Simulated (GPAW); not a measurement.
FePt (Tetraferroplatinum):

```
Pt Fe
1.0
     2.72350    0.00000    0.00000
     0.00000    2.72350    0.00000
     0.00000    0.00000    3.72000
Pt Fe
1 1
Cartesian
  1.3618 1.3618 1.8600
  0.0000 0.0000 0.0000
```

```yaml
Program: GPAW 26.7.0
Task: relaxation of cell and atoms
Functional: PBEsol
Dispersion: D3
Potentials_or_basis: PAW data sets generated in the run's folder for this functional
Cutoff: 600 eV
Basis: pw
k_mesh: 7 × 7 × 5
Occupations: fermi-dirac, width 0.05 eV
Spin: collinear spin, ferromagnetic start
Starting_moments: "[0.0, 3.0] μB"
```

At the start: pressure -10.1 GPa; volume 13.80 Å³/atom.

Question: How do energy, volume and symmetry change on relaxing?

Answer: Over 8 steps the energy falls by 27.0 meV/atom and the volume is 13.12 Å³/atom (-4.9 %); space group P4/mmm (No. 123, to 0.05 Å); moment 3.05 μB per cell.

The path:
```tsv
step	energy change (eV)	largest force (eV/Å)	pressure (GPa)	volume (Å³)
1	0.0000	0.0000	-10.09	27.59
2	-0.0272	0.0000	-6.61	27.08
3	-0.0471	0.0000	0.91	26.16
4	-0.0482	0.0000	0.30	26.22
5	-0.0521	0.0000	-0.87	26.33
6	-0.0538	0.0000	-0.63	26.30
7	-0.0540	0.0000	-0.16	26.25
8	-0.0540	0.0000	0.00	26.24
```

Final structure:
```cif
data_structure
_symmetry_space_group_name_H-M 'P 1'
_symmetry_Int_Tables_number 1
_cell_length_a 2.6511
_cell_length_b 2.6511
_cell_length_c 3.7329
_cell_angle_alpha 90.000
_cell_angle_beta 90.000
_cell_angle_gamma 90.000
_cell_volume 26.24
loop_
_atom_site_label
_atom_site_type_symbol
_atom_site_fract_x
_atom_site_fract_y
_atom_site_fract_z
_atom_site_occupancy
Pt1 Pt 0.50000 0.50000 0.50000 1
Fe1 Fe 0.00000 0.00000 0.00000 1
```

Caveat: each step starts from the last one's moments, so a moment once lost doesn't come back; later steps reuse the first step's grids; pairwise dispersion overbinds metals, which lowers pressure and volume.
